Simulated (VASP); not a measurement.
Set up this calculation in VASP 6.6.1, as the native input.

```
Task                   : relaxation of cell and atoms
Functional             : optB86b-vdW
Potentials or basis    : VASP PAW PBE potentials, release 64 (Pt, S)
Cutoff                 : 600 eV
k mesh                 : 9 × 9 × 5
Occupations            : fermi-dirac, width 0.05 eV
Spin                   : no spin polarisation
Further INCAR settings : ALGO = Normal; EDIFF = 1e-06; IBRION = 2; EDIFFG = -0.005; NSW = 60; ISIF = 3
```

The structure of PtS2 lies in POSCAR:

```
PtS2
1.0
    3.5432000000      0.0000000000      0.0000000000
   -1.7716000000      3.0685012107      0.0000000000
    0.0000000000      0.0000000000      5.0388000000
Pt S
1 2
Direct
    0.0000000000      0.0000000000      0.0000000000
    0.6666666667      0.3333333333      0.7730000000
    0.3333333333      0.6666666667      0.2270000000
```

These files were run (other wordings do the same):

INCAR

```
SYSTEM = PtS2
AGGAC = 0.0
ALGO = Normal
EDIFF = 1E-6
EDIFFG = -0.005
ENCUT = 600
GGA = MK
IBRION = 2
ISIF = 3
ISMEAR = -1
LASPH = .TRUE.
LCHARG = .FALSE.
LREAL = .FALSE.
LUSE_VDW = .TRUE.
LWAVE = .FALSE.
NELM = 80
NSW = 60
PARAM1 = 0.1234
PARAM2 = 1.0
PREC = Accurate
SIGMA = 0.05
```

KPOINTS

```
k-points
0
G
  9 9 5
  0 0 0
```

Potentials or basis: VASP PAW PBE potentials, release 64 (Pt, S).

Launch:

```sh
$ cat potpaw_PBE.64/Pt/POTCAR potpaw_PBE.64/S/POTCAR > POTCAR
$ mpirun -np 1 vasp_std > vasp.out
```

It gave:

```json
{
 "Relaxed volume": "18.25 Å³/atom",
 "Relaxed cell": "a = 3.583 Å, b = 3.583 Å, c = 4.923 Å, α = 90.00°, β = 90.00°, γ = 120.00°",
 "Space group after relaxing (to 0.05 Å)": "P-3m1 (No. 164)",
 "Energy gained by relaxing": "49.6 meV/atom",
 "Ionic steps": "25",
 "Pressure after relaxing": "0.0 GPa",
 "Largest force after relaxing": "0.005 eV/Å",
 "Band gap on the k mesh": "0.45 eV, indirect (least direct gap 0.94 eV)"
}
```

Caveat: the PAW data sets were made with another functional, which shifts forces and pressure a little; spin-orbit coupling is left out, which moves the levels of the heavy elements; an odd mesh through Γ misses points on the zone boundary, where band edges often lie.

Wall time 13 min on 1 thread of Intel(R) Xeon(R) Platinum 8488C (Sapphire Rapids), with other jobs on the host, peak memory 0.44 GiB.
